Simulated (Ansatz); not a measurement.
# Sb2Pt (Geversite) (Pa-3) in Ansatz: settings compared

The runs below take Sb2Pt (Geversite) through relaxation of cell and atoms, with LDA, PBE.

Program: Ansatz 0.2.0. These are calculated values, not measurements. Logs are shortened: lines on timing, memory, paths and dates and some standing lists are left out, and cuts for length are marked.

## Step 1: The crystal as given

Symmetry: Pa-3, No. 205, cubic system. The conventional cell has a = 6.442 Å, b = 6.442 Å, c = 6.442 Å, α = 90.00°, β = 90.00°, γ = 90.00°. Around Pt (site symmetry -3) lie 6 Sb at 2.67 Å. Around Sb (site symmetry 3) lie 3 Pt at 2.67 Å and 1 Sb at 2.78 Å.

## Step 2: Relaxation of cell and atoms, LDA

input.yaml reads:

```yaml
crystal:
  lattice:
    - [6.4423, 0.0, 0.0]
    - [0.0, 6.4423, 0.0]
    - [0.0, 0.0, 6.4423]
  atoms:
    - { symbol: Pt, position: [0.0, 0.5, 0.5] }
    - { symbol: Pt, position: [0.5, 0.5, 0.0] }
    - { symbol: Pt, position: [0.5, 0.0, 0.5] }
    - { symbol: Pt, position: [0.0, 0.0, 0.0] }
    - { symbol: Sb, position: [0.3753, 0.1247, 0.8753] }
    - { symbol: Sb, position: [0.1247, 0.8753, 0.3753] }
    - { symbol: Sb, position: [0.8753, 0.3753, 0.1247] }
    - { symbol: Sb, position: [0.6247, 0.6247, 0.6247] }
    - { symbol: Sb, position: [0.6247, 0.8753, 0.1247] }
    - { symbol: Sb, position: [0.8753, 0.1247, 0.6247] }
    - { symbol: Sb, position: [0.1247, 0.6247, 0.8753] }
    - { symbol: Sb, position: [0.3753, 0.3753, 0.3753] }
hamiltonian:
  xc: lda
  pseudopotentials: { kind: paw }
kpoints:
  mp_grid: { grid: [4, 4, 4] }
scf:
  occupations: { method: fermi_dirac, width: 0.05 }
output:
  forces: true
  stress: true
  eigenvalues: true
  write_density: true
  write_potential: true
  elf: true
  volumetric_format: npy
relax:
  f_tol: 0.01
  max_steps: 40
  cell: { stress_tol: 0.05 }
```

Potentials or basis: Ansatz PAW.

Run with:

```sh
$ ansatz run input.yaml --threads 4 --pin off --max-ram 11264MiB --backend cpu --events-out ev --progress --plain --runs-dir out
```

Standard output:

```text
Warning: RAYON_NUM_THREADS=4 ignored (pool sized by the plan → 4); use --threads N
Engine: ansatz 0.2.0, x86_64-unknown-linux-gnu
Pseudopotentials: kind: paw
Pseudopotential: Pt, paw, valence charge 18, recommended cutoff 420 eV (normal), Pt.paw.azcp
Pseudopotential: Sb, paw, valence charge 15, recommended cutoff 420 eV (normal), Sb.paw.azcp
Functional definition: SPW92
  exchange = slater_x
  correlation = pw_c
Crystal: 12 atoms, lattice volume = 267.376 Å³
Basis set: ecut = 420 eV, 5185 PW (Γ)
Bands: 116, of which v1, the nominal top of the filled ones, is band 96 counted from 1 (95 counted from 0)
Symmetry: 24 space group operations
Space group: Pa-3 (ITA 205), of the structure as read, at distance tolerance 6.4e-5 Å
k-points: 11 of 64
Non-local potential: Pt, projectors of the file, l = 0: 3, l = 1: 2, l = 2: 2, l = 3: 1
Non-local potential: Sb, projectors of the file, l = 0: 2, l = 1: 2, l = 2: 2, l = 3: 2
PAW form: soft (Blöchl's): semilocal exchange-correlation on the pseudo side does not see the compensation charge
PAW frozen core: Pt, regenerated for the run's functional, and the local potential with it (the file was generated under x = pbe(κ = 0.804, μ = 0.2195149727645171), c = pbe(β = 0.06672455060314922))
PAW frozen core: Sb, regenerated for the run's functional, and the local potential with it (the file was generated under x = pbe(κ = 0.804, μ = 0.2195149727645171), c = pbe(β = 0.06672455060314922))
PAW one-centre angular grid: Pt, 590 points (default); XC on 64 Gauss nodes
PAW one-centre angular grid: Sb, 590 points (default); XC on 64 Gauss nodes
Initial density: superposition of atomic densities (neutral atoms: chi_scale 0, normalization atom), corrected by the library's trained network
Initial wavefunctions: pseudopotential atomic-orbital guess
Functional: x = slater, c = lda
SCF iter   1: F=—  HF=-99672.640896 eV  |F-HF|=—  |Δ(HF+E_count)|=         —  Δρ=8.00e-3  dr2=1.06e-1  ethr=1.77e-3  ⟨swp⟩=6.0  Hψ=4723  notcnv=0  defer=24
preconditioner: auto → Kerker (q_TF=auto, 2.582 Å⁻¹)  [metal: Δε(μ)=0.080 eV  Ē_g=8.708 eV  σ=0.050 eV  W_gap=0.36  n_scr=80 (ndim 8)  ℏωp=20.3 eV  f_vac=0.000  D(μ)=2.17/eV (n_scr^D=6)]
SCF iter   2: F=—  HF=-99672.617080 eV  |F-HF|=—  |Δ(HF+E_count)|=   2.38e-2  Δρ=3.97e-3  dr2=1.92e-2  ethr=5.55e-5  ⟨swp⟩=2.5  Hψ=1954  notcnv=0  defer=74
[... 63 lines left out ...]
  E_core_change = 6.326066  (= ΣΔE_core)
  E_smearing   = -0.017584  (= −TS)
  E_closure    = 0.000000  (closes the sum)
  Σ components = -99672.619645   (vs F -99672.619645, Δ=0.00e0)
--- Forces (eV/Å), atoms counted from 1 ---
  atom   1  Pt     0.00000000    -0.00000000     0.00000000
  atom   2  Pt    -0.00000000     0.00000000    -0.00000000
  atom   3  Pt    -0.00000000    -0.00000000     0.00000000
  atom   4  Pt    -0.00000000    -0.00000000    -0.00000000
  atom   5  Sb     0.00028650    -0.00028650     0.00028650
  atom   6  Sb    -0.00028650     0.00028650     0.00028650
  atom   7  Sb     0.00028650     0.00028650    -0.00028650
  atom   8  Sb    -0.00028650    -0.00028650    -0.00028650
  atom   9  Sb    -0.00028650     0.00028650    -0.00028650
  atom  10  Sb     0.00028650    -0.00028650    -0.00028650
  atom  11  Sb    -0.00028650    -0.00028650     0.00028650
  atom  12  Sb     0.00028650     0.00028650     0.00028650
  max |Σ_I F_I| component: 1.79e-17 eV/Å
--- Stress (GPa, compression-positive) ---
       -0.028837      -0.000000       0.000000
       -0.000000      -0.028837       0.000000
        0.000000       0.000000      -0.028837
  P = ⅓ Tr σ = -0.0288 GPa (-0.288 kbar)
--- Band table (eV; the first three rows and the last of 11) ---
  k-point 0: bands = ["-84.7064", "-84.7064", "-84.7064", "-84.7064", "-38.8814", "-38.8814", "-38.8814", "-38.8808", "-38.8808", "-38.8807", "-38.8807", "-38.8807", "-38.7421", "-38.7419", "-38.7419", "-38.7419", "-14.6684", "-14.6684", "-14.6684", "-14.6571", "-14.5684", "-14.5684", "-14.5684", "-14.5522", "-14.5522", "-14.5467", "-14.5467", "-14.5467", "-14.5123", "-14.5123", "-14.5123", "-14.5104", "-14.5104", "-14.5015", "-14.5015", "-14.5015", "-14.4911", "-14.4911", "-14.4911", "-14.4830", "-14.4830", "-14.4822", "-14.4822", "-14.4822", "-14.4788", "-14.4788", "-14.4788", "-14.4758", "-14.4758", "-14.4758", "-14.4677", "-14.4677", "-14.4527", "-14.4343", "-14.4343", "-14.4343", "1.5097", "3.8077", "3.8077", "3.8077", "5.3048", "5.3048", "5.3048", "6.9644", "8.3357", "8.3357", "8.3357", "9.0228", "9.0228", "9.0228", "9.5294", "9.5294", "9.8326", "9.8326", "9.8326", "10.4355", "10.4355", "10.4355", "10.7339", "10.7339", "10.7339", "10.8763", "10.8763", "10.9908", "10.9908", "10.9908", "11.0134", "11.0805", "11.0805", "12.0726", "12.0726", "12.0726", "12.6572", "13.8779", "13.8779", "13.8779", "14.4212", "14.4212", "14.4212", "15.2692", "17.7223", "17.7223", "17.7223", "18.8117", "18.8117", "18.8117", "19.0312", "19.3023", "19.3023", "20.3176", "20.3176", "20.3176", "21.7087", "21.7087", "21.7087", "22.3649"]
  k-point 1: bands = ["-84.7064", "-84.7064", "-84.7064", "-84.7064", "-38.8813", "-38.8813", "-38.8813", "-38.8809", "-38.8808", "-38.8808", "-38.8808", "-38.8808", "-38.7421", "-38.7419", "-38.7419", "-38.7419", "-14.6680", "-14.6677", "-14.6661", "-14.6584", "-14.5672", "-14.5668", "-14.5667", "-14.5554", "-14.5527", "-14.5503", "-14.5500", "-14.5492", "-14.5111", "-14.5104", "-14.5097", "-14.5089", "-14.5052", "-14.5008", "-14.5003", "-14.4991", "-14.4928", "-14.4924", "-14.4919", "-14.4905", "-14.4845", "-14.4821", "-14.4814", "-14.4807", "-14.4792", "-14.4784", "-14.4767", "-14.4756", "-14.4748", "-14.4745", "-14.4705", "-14.4686", "-14.4498", "-14.4378", "-14.4350", "-14.4345", "1.7393", "3.2861", "3.9264", "3.9422", "5.3231", "5.3296", "5.3384", "6.3285", "8.2683", "8.4618", "8.7351", "8.7510", "9.2927", "9.3080", "9.3448", "9.4667", "9.5476", "9.6090", "9.6845", "10.1254", "10.3271", "10.6426", "10.6886", "10.7618", "10.7761", "10.7802", "10.8211", "10.9114", "11.0061", "11.2405", "11.2425", "11.4725", "11.6931", "11.9523", "12.1469", "12.4678", "12.8761", "13.4584", "13.5999", "14.4975", "14.6371", "14.7040", "14.7860", "15.6383", "17.0734", "17.7437", "17.9527", "17.9926", "17.9962", "18.3046", "18.7456", "19.2120", "19.4569", "20.1523", "20.2225", "20.6372", "20.7009", "21.2462", "21.5747", "21.7688"]
  k-point 2: bands = ["-84.7064", "-84.7064", "-84.7064", "-84.7064", "-38.8812", "-38.8812", "-38.8811", "-38.8811", "-38.8809", "-38.8809", "-38.8808", "-38.8808", "-38.7420", "-38.7420", "-38.7419", "-38.7419", "-14.6674", "-14.6674", "-14.6617", "-14.6617", "-14.5645", "-14.5645", "-14.5619", "-14.5619", "-14.5544", "-14.5544", "-14.5523", "-14.5523", "-14.5086", "-14.5086", "-14.5081", "-14.5081", "-14.4995", "-14.4995", "-14.4985", "-14.4985", "-14.4939", "-14.4939", "-14.4926", "-14.4926", "-14.4838", "-14.4838", "-14.4825", "-14.4825", "-14.4773", "-14.4773", "-14.4768", "-14.4768", "-14.4732", "-14.4732", "-14.4718", "-14.4718", "-14.4443", "-14.4443", "-14.4351", "-14.4351", "2.3911", "2.3911", "4.0884", "4.0884", "5.3727", "5.3727", "5.5591", "5.5591", "8.2099", "8.2099", "8.9080", "8.9080", "8.9336", "8.9336", "9.5569", "9.5569", "9.5599", "9.5599", "10.3433", "10.3433", "10.3652", "10.3652", "10.5011", "10.5011", "10.7980", "10.7980", "10.9188", "10.9188", "11.2700", "11.2700", "11.3407", "11.3407", "12.2548", "12.2548", "12.5392", "12.5392", "12.9631", "12.9631", "13.7632", "13.7632", "15.2038", "15.2038", "15.9502", "15.9502", "16.7106", "16.7106", "17.4662", "17.4662", "18.1635", "18.1635", "18.7762", "18.7762", "19.7114", "19.7114", "20.1924", "20.1924", "20.4285", "20.4285", "21.4272", "21.4272"]
  k-point 10: bands = ["-84.7064", "-84.7064", "-84.7064", "-84.7064", "-38.8813", "-38.8813", "-38.8813", "-38.8813", "-38.8807", "-38.8807", "-38.8807", "-38.8807", "-38.7419", "-38.7419", "-38.7419", "-38.7419", "-14.6618", "-14.6618", "-14.6618", "-14.6618", "-14.5700", "-14.5700", "-14.5700", "-14.5700", "-14.5510", "-14.5510", "-14.5510", "-14.5510", "-14.5036", "-14.5036", "-14.5036", "-14.5036", "-14.4966", "-14.4966", "-14.4966", "-14.4966", "-14.4936", "-14.4936", "-14.4936", "-14.4936", "-14.4847", "-14.4847", "-14.4847", "-14.4847", "-14.4806", "-14.4806", "-14.4806", "-14.4806", "-14.4699", "-14.4699", "-14.4699", "-14.4699", "-14.4424", "-14.4424", "-14.4424", "-14.4424", "3.7272", "3.7272", "3.7272", "3.7272", "4.3771", "4.3771", "4.3771", "4.3771", "8.4061", "8.4061", "8.4061", "8.4061", "9.2602", "9.2602", "9.2602", "9.2602", "10.6563", "10.6563", "10.6563", "10.6563", "10.6737", "10.6737", "10.6737", "10.6737", "11.0060", "11.0060", "11.0060", "11.0060", "11.5333", "11.5333", "11.5333", "11.5333", "13.1404", "13.1404", "13.1404", "13.1404", "13.7233", "13.7233", "13.7233", "13.7233", "14.3776", "14.3776", "14.3776", "14.3776", "17.0560", "17.0560", "17.0560", "17.0560", "17.1588", "17.1588", "17.1588", "17.1588", "20.4150", "20.4150", "20.4150", "20.4150", "21.0205", "21.0205", "21.0205", "21.0205"]
--- Relaxed structure (3 steps of the walk, 2 accepted, 1 SCFs on fresh bases) ---
  F+E_penalty+E_count = -99672.61964538 eV   max|allowed force component| = 2.865e-4 eV/Å   (the final SCF, on the basis selected at the relaxed cell)
  cell:  # Å, volume = 265.2183 Å³
    - [6.424921514637756, -2.5679065925163142e-33, 0.0]
    - [-2.5679065925163142e-33, 6.424921514637756, 0.0]
    - [0.0, 0.0, 6.424921514637756]
  atoms:
    - { symbol: Pt, position: [4.9825112780301473e-36, 0.49999999999999994, 0.49999999999999994] }
    - { symbol: Pt, position: [0.49999999999999994, 0.49999999999999994, 2.243923593510608e-20] }
    - { symbol: Pt, position: [0.49999999999999994, -1.121961796755303e-20, 0.49999999999999994] }
    - { symbol: Pt, position: [-9.96502255606039e-36, -1.1219617967553026e-20, 2.243923593510608e-20] }
    - { symbol: Sb, position: [0.37466449510810734, 0.1253355048918926, 0.8746644951081072] }
    - { symbol: Sb, position: [0.1253355048918926, 0.8746644951081072, 0.37466449510810734] }
    - { symbol: Sb, position: [0.8746644951081072, 0.37466449510810734, 0.1253355048918926] }
    - { symbol: Sb, position: [0.6253355048918927, 0.6253355048918927, 0.6253355048918927] }
    - { symbol: Sb, position: [0.6253355048918927, 0.8746644951081072, 0.1253355048918926] }
    - { symbol: Sb, position: [0.8746644951081072, 0.1253355048918926, 0.6253355048918927] }
    - { symbol: Sb, position: [0.1253355048918926, 0.6253355048918927, 0.8746644951081072] }
    - { symbol: Sb, position: [0.37466449510810734, 0.37466449510810734, 0.37466449510810734] }
```

It took 37 s on 4 threads of AMD EPYC 7R43 (Zen 3), shared host; peak memory 1.1 GiB.

What came out:

- Free energy: -99672.6196 eV
- Relaxed volume: 22.10 Å³/atom
- Relaxed cell: a = 6.425 Å, b = 6.425 Å, c = 6.425 Å, α = 90.00°, β = 90.00°, γ = 90.00°
- Space group after relaxing (to 0.05 Å): Pa-3 (No. 205)
- Energy gained by relaxing: 0.8 meV/atom
- Ionic steps: 3
- Pressure after relaxing: 0.0 GPa
- Band gap on the k mesh: none (metal or under the smearing width)

The path:
| step | energy change (eV) | largest force (eV/Å) | volume (Å³) |
| --- | --- | --- | --- |
| 1 | 0.0000 | 0.0981 | 267.38 |
| 2 | -0.0105 | 0.0005 | 265.22 |
| 3 | -0.0096 | 0.0005 | 265.22 |

Final structure:
```
Pt Sb
1.0
     6.42492    0.00000    0.00000
     0.00000    6.42492    0.00000
     0.00000    0.00000    6.42492
Pt Sb
4 8
Direct
  0.00000 0.50000 0.50000
  0.50000 0.50000 0.00000
  0.50000 0.00000 0.50000
  0.00000 0.00000 0.00000
  0.37466 0.12534 0.87466
  0.12534 0.87466 0.37466
  0.87466 0.37466 0.12534
  0.62534 0.62534 0.62534
  0.62534 0.87466 0.12534
  0.87466 0.12534 0.62534
  0.12534 0.62534 0.87466
  0.37466 0.37466 0.37466
```

Levels at points of the mesh, in eV from the Fermi level:
| k point | band 92 | band 93 | band 94 | band 95 | band 96 | band 97 | band 98 | band 99 | band 100 | band 101 |
| --- | --- | --- | --- | --- | --- | --- | --- | --- | --- | --- |
| (0.00, 0.00, 0.00) | -2.37 | -1.79 | -0.57 | -0.57 | -0.57 | -0.02 | -0.02 | -0.02 | 0.82 | 3.28 |
| (0.00, 0.00, -0.50) | -1.91 | -1.48 | -1.48 | -0.68 | -0.68 | 0.76 | 0.76 | 1.50 | 1.50 | 2.27 |
| (0.00, -0.50, -0.50) | -1.85 | -0.79 | -0.79 | -0.79 | -0.79 | 1.72 | 1.72 | 1.72 | 1.72 | 1.85 |
| (-0.50, -0.50, -0.50) | -1.31 | -0.72 | -0.72 | -0.72 | -0.72 | -0.07 | -0.07 | -0.07 | -0.07 | 2.61 |

Caveat: the plane-wave basis is chosen anew once the cell has moved, so the energies of steps on either side of that aren't comparable; the PAW data sets come from PBE, with cores solved anew for the run's functional, which leaves a small shift of forces and pressure.

## Step 3: Relaxation of cell and atoms, PBE

Edit input.yaml of step 2 so:

```diff
@@ -19,3 +19,3 @@
 hamiltonian:
-  xc: lda
+  xc: pbe
   pseudopotentials: { kind: paw }
@@ -29,6 +29,2 @@
   eigenvalues: true
-  write_density: true
-  write_potential: true
-  elf: true
-  volumetric_format: npy
 relax:
```

Potentials or basis: Ansatz PAW.

Run with:

```sh
$ ansatz run input.yaml --threads 4 --pin off --max-ram 11264MiB --backend cpu --events-out ev --progress --plain --runs-dir out
```

Standard output:

```text
Warning: RAYON_NUM_THREADS=4 ignored (pool sized by the plan → 4); use --threads N
[... 4 set-up lines as earlier in the session ...]
Functional definition: PBE
  parameter kappa = 0.804
  parameter beta = 0.06672455060314922
  exchange = pbe_x(kappa = kappa, mu = beta*pi^2/3)
[... 143 lines left out ...]
--- Relaxed structure (5 steps of the walk, 4 accepted, 1 SCFs on fresh bases) ---
  F+E_penalty+E_count = -101973.62653122 eV   max|allowed force component| = 1.301e-3 eV/Å   (the final SCF, on the basis selected at the relaxed cell)
  cell:  # Å, volume = 281.8606 Å³
    - [6.556591783494459, -2.5679065925163143e-34, 0.0]
    - [7.703719777548943e-34, 6.556591783494459, 0.0]
    - [1.2839532962581572e-34, 0.0, 6.556591783494459]
  atoms:
    - { symbol: Pt, position: [-1.17455375597821e-20, 0.49999999999999994, 0.49999999999999994] }
    - { symbol: Pt, position: [0.49999999999999994, 0.49999999999999994, 1.157023102903908e-20] }
    - { symbol: Pt, position: [0.49999999999999994, -2.2439235935106055e-20, 0.49999999999999994] }
    - { symbol: Pt, position: [-1.174553755978218e-20, -2.243923593510603e-20, 1.1570231029039063e-20] }
    - { symbol: Sb, position: [0.37490556072717335, 0.12509443927282657, 0.8749055607271733] }
    - { symbol: Sb, position: [0.12509443927282657, 0.8749055607271733, 0.37490556072717335] }
    - { symbol: Sb, position: [0.8749055607271733, 0.37490556072717335, 0.12509443927282657] }
    - { symbol: Sb, position: [0.6250944392728266, 0.6250944392728266, 0.6250944392728266] }
    - { symbol: Sb, position: [0.6250944392728266, 0.8749055607271733, 0.12509443927282657] }
    - { symbol: Sb, position: [0.8749055607271733, 0.12509443927282657, 0.6250944392728266] }
    - { symbol: Sb, position: [0.12509443927282657, 0.6250944392728266, 0.8749055607271733] }
    - { symbol: Sb, position: [0.37490556072717335, 0.37490556072717335, 0.37490556072717335] }
```

It took 44 s on 4 threads of AMD EPYC 7R43 (Zen 3), shared host; peak memory 1.1 GiB.

What came out:

* Free energy: -101973.6265 eV
* Relaxed volume: 23.49 Å³/atom
* Relaxed cell: a = 6.557 Å, b = 6.557 Å, c = 6.557 Å, α = 90.00°, β = 90.00°, γ = 90.00°
* Space group after relaxing (to 0.05 Å): Pa-3 (No. 205)
* Energy gained by relaxing: 22.7 meV/atom
* Ionic steps: 5
* Pressure after relaxing: 0.0 GPa
* Band gap on the k mesh: none (metal or under the smearing width)

Forces in eV/Å, atoms in the order of the input:
```
Pt   0.000  0.000  0.000
Pt   0.000  0.000  0.000
Pt   0.000  0.000  0.000
Pt   0.000  0.000  0.000
Sb  -0.001  0.001 -0.001
Sb   0.001 -0.001 -0.001
Sb  -0.001 -0.001  0.001
Sb   0.001  0.001  0.001
Sb   0.001 -0.001  0.001
Sb  -0.001  0.001  0.001
Sb   0.001  0.001 -0.001
Sb  -0.001 -0.001 -0.001
```

Step by step:
| step | energy change (eV) | largest force (eV/Å) | volume (Å³) |
| --- | --- | --- | --- |
| 1 | 0.0000 | 0.1228 | 267.38 |
| 2 | -0.2572 | 0.0139 | 284.69 |
| 3 | -0.2671 | 0.0031 | 282.13 |
| 4 | -0.2673 | 0.0022 | 281.86 |
| 5 | -0.2719 | 0.0023 | 281.86 |

Final structure:
```
Pt Sb
1.0
     6.55659    0.00000    0.00000
     0.00000    6.55659    0.00000
     0.00000    0.00000    6.55659
Pt Sb
4 8
Direct
  0.00000 0.50000 0.50000
  0.50000 0.50000 0.00000
  0.50000 0.00000 0.50000
  0.00000 0.00000 0.00000
  0.37491 0.12509 0.87491
  0.12509 0.87491 0.37491
  0.87491 0.37491 0.12509
  0.62509 0.62509 0.62509
  0.62509 0.87491 0.12509
  0.87491 0.12509 0.62509
  0.12509 0.62509 0.87491
  0.37491 0.37491 0.37491
```

Levels at points of the mesh, in eV from the Fermi level:
| k point | band 92 | band 93 | band 94 | band 95 | band 96 | band 97 | band 98 | band 99 | band 100 | band 101 |
| --- | --- | --- | --- | --- | --- | --- | --- | --- | --- | --- |
| (0.00, 0.00, 0.00) | -2.25 | -1.73 | -0.49 | -0.49 | -0.49 | -0.05 | -0.05 | -0.05 | 0.97 | 3.12 |
| (0.00, 0.00, -0.50) | -1.76 | -1.37 | -1.37 | -0.64 | -0.64 | 0.75 | 0.75 | 1.42 | 1.42 | 2.17 |
| (0.00, -0.50, -0.50) | -1.73 | -0.70 | -0.70 | -0.70 | -0.70 | 1.61 | 1.61 | 1.61 | 1.61 | 1.77 |
| (-0.50, -0.50, -0.50) | -1.16 | -0.61 | -0.61 | -0.61 | -0.61 | -0.19 | -0.19 | -0.19 | -0.19 | 2.51 |

Caveat: the plane-wave basis is chosen anew once the cell has moved, so the energies of steps on either side of that aren't comparable. Zero-point motion and thermal expansion aren't in these numbers.
